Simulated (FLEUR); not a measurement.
# Se under changes of volume

One of the cells (27.261 Å³/atom); the others are scaled copies at fixed shape and fractional positions:

```xyz
3
Lattice="4.3662 0.0000 0.0000 -2.1831 3.7812 0.0000 0.0000 0.0000 4.9536" Properties=species:S:1:pos:R:3 pbc="T T T"
Se    1.6910    2.9289    0.0000
Se   -0.4921    0.8523    3.3024
Se    0.9841    0.0000    1.6512
```

```yaml
Program: FLEUR MaX-R8.1 (later development tree)
Functional: PBEsol
Potentials_or_basis: all-electron
Basis: FLAPW
Kmax: 4.88 1/bohr
k_mesh: 7 × 7 × 6
Occupations: fermi-dirac, width 0.05 eV
Spin: no spin polarisation
```

```tsv
volume (Å³/atom)	energy over the lowest point (meV/atom)	gap on the mesh (eV)
25.625	21.34	1.08
26.170	?	?
27.261	0.00	1.14
28.351	6.07	1.14
28.896	13.98	1.12
```

Task: What does the run at 26.170 Å³/atom give?

Result: Energy over the lowest point 9.56 meV/atom; gap on the mesh 1.10 eV.

Worked out: A Birch-Murnaghan fit of order 2 (a polynomial in V^(-2/3)) to the other rows has its minimum at 27.35 Å³/atom with B0 = V·E''(V) = 56 GPa at fixed shape and positions, which overstates the stiffness. It gives 9.62 meV/atom at 26.170 Å³/atom, against the run's 9.56. A parabola through the other rows of the gap, of slope 1.22 eV per unit of ln V there, gives 1.11 eV, against the run's 1.10.

Energies are extrapolated to zero smearing.

Caveats: an odd mesh through Γ misses points on the zone boundary, where band edges often lie. Spin-orbit coupling on Se is left out.
